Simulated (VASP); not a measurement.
A run of VASP 6.6.1 is set up as follows.

Contents of INCAR:

```
SYSTEM = InP
PREC = Accurate ; ENCUT = 520
EDIFF = 1E-6 ; ISMEAR = -1
SIGMA = 0.05 ; LREAL = .False.
LASPH = .True. ; NELM = 100
ALGO = Normal ; ISIF = 2
LWAVE = .False. ; LCHARG = .False.
GGA = B5 ; ALDAX = 1.0
AGGAX = 1.0 ; AGGAC = 1.0
ALDAC = 0.0 ; IVDW = 12
VDW_S6 = 1.0 ; VDW_S8 = 2.6996
VDW_A1 = 0.4298 ; VDW_A2 = 4.2359
NBANDS = 16
```

Contents of KPOINTS:

```
regular mesh
0
Gamma
  8 8 8
  0 0 0
```

Contents of POSCAR:

```
InP
1.0
    0.0000000000      2.9542277298      2.9542277298
    2.9542277298      0.0000000000      2.9542277298
    2.9542277298      2.9542277298      0.0000000000
In P
1 1
Direct
    0.0000000000      0.0000000000      0.0000000000
    0.7500000000      0.7500000000      0.7500000000
```

Potentials or basis: VASP PAW PBE potentials, release 64 (In_d, P).

Run with:

```console
$ cat potpaw_PBE.64/In_d/POTCAR potpaw_PBE.64/P/POTCAR > POTCAR
$ mpirun -np 1 vasp_std > vasp.out
```

Question: What does it give for the band gap on the k mesh?

Answer: 0.49 eV, direct.

Question: Predict the pressure.

Answer: 0.0 GPa.

Caveat: the PAW data sets were made with another functional, which shifts forces and pressure a little; spin-orbit coupling is left out, which moves the levels of the heavy elements.

**The experiment to reproduce.**

From a printed reference work, data compilation, for a bulk crystal of InP at 1.6 K: band gap 1.4236 eV (direct).

A measured gap of InP is 1.4236 eV (direct; 1.6 K; a printed reference work, data compilation); the calculated 0.49 eV misses it by -0.93 eV. Spin-orbit coupling on In is left out. The value is that of BLYP+D3(BJ), without temperature or zero-point motion. Semilocal functionals fall short of measured gaps as a rule.
